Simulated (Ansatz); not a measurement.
Runs of Ansatz 0.2.0 on Mg. It takes space group P6/mmm (No. 191, hexagonal). Conventional cell: a = 3.050 Å, b = 3.050 Å, c = 3.045 Å, α = 90.00°, β = 90.00°, γ = 120.00°. Mg (site symmetry 6/mmm) has 8 Mg at 3.04 to 3.05 Å as nearest neighbours. This isn't the form of Mg at room conditions, which is hcp.

| task | level | cell | cutoff (eV) | smearing | gap on the mesh (eV) | pressure (GPa) |
| --- | --- | --- | --- | --- | --- | --- |
| single point | PBE | as given | 121 | gaussian 0.02 eV | none | (a) |
| single point | RPBE | as given | 121 | gaussian 0.05 eV | none | 2.2 |
| single point | BLYP+D4 | as given | 122 | methfessel-paxton 0.1 eV | none | 0.4 |
| relaxation of cell and atoms | BLYP+D4 | relaxed | - | methfessel-paxton 0.2 eV | - | 0.0 |
| single point | LDA | as given | 122 | gaussian 0.05 eV | none | -0.6 |

Alike in all rows: potentials or basis all-electron LAPW, scalar-relativistic; no spin polarisation; k mesh 10 × 10 × 9; basis error allowed 0.001 eV/atom.

Task: Fill in the values left out.

Result: (a) 1.2.

Caveats: pairwise dispersion overbinds metals, which lowers pressure and volume (some runs).

A gap of «none» marks a metal or a gap under the smearing width.
